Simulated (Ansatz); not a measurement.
SnO₂: strain energy, fitted

SnO₂, P4_2/mnm, a = 4.768 Å, c = 3.212 Å. Ansatz: PBEsol, PAW, 420 eV, Γ-centred 6×6×8 mesh on 6 atoms, Gaussian smearing 0.02 eV; no spin polarisation. Series: uniaxial strain along c, with a, b and atoms relaxed; x is the strain in per cent. y is the free energy over the unstrained cell, V0 = 12.174 Å³/atom.

| x (%) | y (meV/atom) |
| --- | --- |
| -4.5 | 25.43 |
| -3.0 | 10.89 |
| -1.5 | ? |
| 0.0 | 0.00 |
| 1.5 | 2.44 |
| 3.0 | 9.57 |
| 4.5 | 20.72 |

**Question.** Fit y = c2 x² + c3 x³ to the other rows, turn c2 into a modulus, and predict the missing energy.

**Answer.** Least squares on the rows shown. y = 1.1390 x² − 0.025737 x³. In eV per unit strain² c2 is 11.39; this is Young's modulus along the axis (E = ½ Y V0 ε²): 2 × 11.39 × 160.2 / (12.174) = 300 GPa. At x = -1.5 the fit asked for gives 2.65 meV/atom. The run gave 2.59 meV/atom, so the fit is 0.06 meV/atom too high, within twice the rms miss on the fitted rows (0.03 meV/atom).